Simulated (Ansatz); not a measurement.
**MoS₂: electron density at the nuclei under pressure**

```yaml
crystal:
  lattice:
    - [3.16100, 0.00000, 0.00000]
    - [-1.58050, 2.73751, 0.00000]
    - [0.00000, 0.00000, 12.29500]
  atoms:
    - { symbol: Mo, position: [0.33333, 0.66667, 0.25000] }
    - { symbol: Mo, position: [0.66667, 0.33333, 0.75000] }
    - { symbol: S, position: [0.33333, 0.66667, 0.62750] }
    - { symbol: S, position: [0.66667, 0.33333, 0.12750] }
    - { symbol: S, position: [0.33333, 0.66667, 0.87250] }
    - { symbol: S, position: [0.66667, 0.33333, 0.37250] }
```

Atom numbers follow the list: Mo1, Mo2, S3, S4, S5, S6.

The conventional cell has a = 3.161 Å, b = 3.161 Å, c = 12.295 Å, α = 90.00°, β = 90.00°, γ = 120.00°. Mo (atom 1) is surrounded by 6 S at 2.37 Å. S (atom 3) has 3 Mo at 2.37 Å as nearest neighbours.

The geometry is COD entry 9007660, unchecked; take it as a test cell.

Computed with DFT, LDA, all-electron PAW with datasets made for the crystal, scalar-relativistic in Ansatz 0.2.0.

Numerical set-up: a Γ-centred 10×10×3 k mesh, Fermi–Dirac smearing of 0.03 eV, cutoff 300 eV (chosen by the program for this cell), no spin polarisation.

The contact density is the mean electron density over the nuclear volume; its changes follow the s electrons' response to bonding and compression. Changes below are taken from the unscaled cell, where it is 592755 e/Å³ at Mo1, 19625.1 e/Å³ at S3.

Volumes at which the program chose other datasets or cutoffs are left out.

| V/V(cell) | P (GPa) | Δρ(0) Mo1 (e/Å³) | Δρ(0) S3 (e/Å³) |
| --- | --- | --- | --- |
| 0.9600 | 8.4 | ? | -0.31 |
| 0.9800 | 4.6 | 0.77 | -0.16 |
| 0.9900 | 2.8 | ? | -0.08 |
| 1.0000 | 1.1 | 0.00 | 0.00 |
| 1.0100 | -0.5 | -0.38 | 0.08 |
| 1.0200 | -2.0 | ? | 0.16 |

Task: Give the missing entry: row "0.9900", column "Δρ(0) Mo1 (e/Å³)".

Result: 0.38.

Task: Give the missing entry: row "1.0200", column "Δρ(0) Mo1 (e/Å³)".

Result: -0.75.

Task: What belongs in the row "0.9600", column "Δρ(0) Mo1 (e/Å³)"?

Result: 1.57.

The datasets are made afresh for each cell, so very small changes are uncertain.
